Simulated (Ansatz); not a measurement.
# HfN: the cost of one run

Computed with Ansatz 0.2.0 (DFT PBE, scalar-relativistic, plane waves, PAW, unless a step's input says otherwise).

1 further run of the same task is left out (set aside as unsound or not needed).

### 1 Starting point

It takes space group Fm-3m (No. 225, cubic). The conventional cell has a = 4.518 Å, b = 4.518 Å, c = 4.518 Å, α = 90.00°, β = 90.00°, γ = 90.00°. Around Hf (site symmetry m-3m) lie 6 N at 2.26 Å. N (site symmetry m-3m) is surrounded by 6 Hf at 2.26 Å.

As a file:

```cif
data_structure
_symmetry_space_group_name_H-M 'P 1'
_symmetry_Int_Tables_number 1
_cell_length_a 3.1947
_cell_length_b 3.1947
_cell_length_c 3.1947
_cell_angle_alpha 60.000
_cell_angle_beta 60.000
_cell_angle_gamma 60.000
_cell_volume 23.06
loop_
_atom_site_label
_atom_site_type_symbol
_atom_site_fract_x
_atom_site_fract_y
_atom_site_fract_z
_atom_site_occupancy
Hf1 Hf 0.00000 0.00000 0.00000 1
N1 N 0.50000 0.50000 0.50000 1
```

The structure comes from the Crystallography Open Database.

### 6 Plan of the scan

The energy is mapped over two normal modes frozen in (zone-centre modes of the cell shown).

- amplitude of mode 4 (479 cm⁻¹), largest displacement: 11 values from −0.097 to 0.097 Å
- amplitude of mode 6 (479 cm⁻¹), largest displacement: 11 values from −0.097 to 0.097 Å

Nothing else is relaxed (the cell and all other modes fixed). Energies count from the relaxed high-symmetry cell. Points are written as (first, second).

The patterns, per unit of each coordinate (Å):

```tsv
atom	x1	y1	z1	x2	y2	z2
Hf1	-0.078	0.000	0.000	0.000	0.000	-0.078
N2	1.000	0.000	0.000	0.000	0.000	1.000
```

(The set-up runs are not shown.)

### 7 Grid point (−0.019 Å, −0.019 Å)

input.yaml

```yaml
crystal:
  lattice:
    - [0.0, 2.2738140414, 2.2738140414]
    - [2.2738140414, 0.0, 2.2738140414]
    - [2.2738140414, 2.2738140414, 0.0]
  atoms:
    - { symbol: Hf, position: [0.0, 0.0006695498, 0.0] }
    - { symbol: "N", position: [0.5, 0.4914680798, 0.5] }
basis:
  ecutwfc: 520.0
kpoints:
  mp_grid: { grid: [16, 16, 16] }
hamiltonian:
  xc: pbe
  pseudopotentials: { kind: paw, azcp: { folder: soft_1 } }
scf:
  occupations: { method: gaussian, width: 0.15 }
output:
  forces: true
  stress: true
  eigenvalues: true
  write_density: true
  write_potential: true
  elf: true
  volumetric_format: npy
```

Command:

```sh
ansatz run input.yaml --threads 1 --pin off --max-ram 2048MiB --backend cpu --events-out ev --progress --plain --runs-dir out
```

**Question.** How long does this run take on 1 thread of Intel Xeon Platinum 8488C (Sapphire Rapids), shared host, and how much memory does it need?

About 31 s, with a peak of 0.7 GiB.
